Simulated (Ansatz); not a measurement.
Set up this calculation in Ansatz 0.2.0, as the native input.

- Task: single point
- Functional: PBE
- Potentials or basis: Ansatz PAW
- Cutoff: 420 eV (not typed: the program's choice for these potentials)
- k mesh: 11 × 11 × 11
- Occupations: gaussian, width 0.012 eV
- Spin: no spin polarisation

NbP:

```xyz
4
Lattice="-1.6749 1.6749 5.7401 1.6749 -1.6749 5.7401 1.6749 1.6749 -5.7401" Properties=species:S:1:pos:R:3 pbc="T T T"
Nb    1.6749    0.0000    2.8687
Nb    0.0000    0.0000    5.7387
P     0.0000    1.6749    3.8200
P     0.0000    0.0000    0.9500
```

The cell is a database's computed one.

One way to write it, as run:

input.yaml

```yaml
crystal:
  lattice:
    - [-1.6749232544, 1.6749232544, 5.7401081759]
    - [1.6749232544, -1.6749232544, 5.7401081759]
    - [1.6749232544, 1.6749232544, -5.7401081759]
  atoms:
    - { symbol: Nb, position: [0.2498808, 0.7498808, 0.5] }
    - { symbol: Nb, position: [0.4998808, 0.4998808, 0.0] }
    - { symbol: P, position: [0.83274777, 0.33274777, 0.5] }
    - { symbol: P, position: [0.08274777, 0.08274777, 0.0] }
hamiltonian:
  xc: pbe
  pseudopotentials: { kind: paw }
kpoints:
  mp_grid: { grid: [11, 11, 11] }
scf:
  occupations: { method: gaussian, width: 0.012 }
output:
  forces: true
  stress: true
  eigenvalues: true
```

Potentials or basis: Ansatz PAW.

Run with:

```sh
$ ansatz run input.yaml --threads 2 --pin off --max-ram 5632MiB --backend cpu --events-out ev --progress --plain --runs-dir out
```

Results of the run:

| Item | Value |
| --- | --- |
| Pressure | -1.1 GPa |
| Largest force | 0.020 eV/Å |
| Band gap on the k mesh | none (metal or under the smearing width) |

It took 2.5 s on 2 threads of AMD EPYC 9R45 96-Core Processor (Zen 5), on a shared host, peak memory 0.53 GiB.
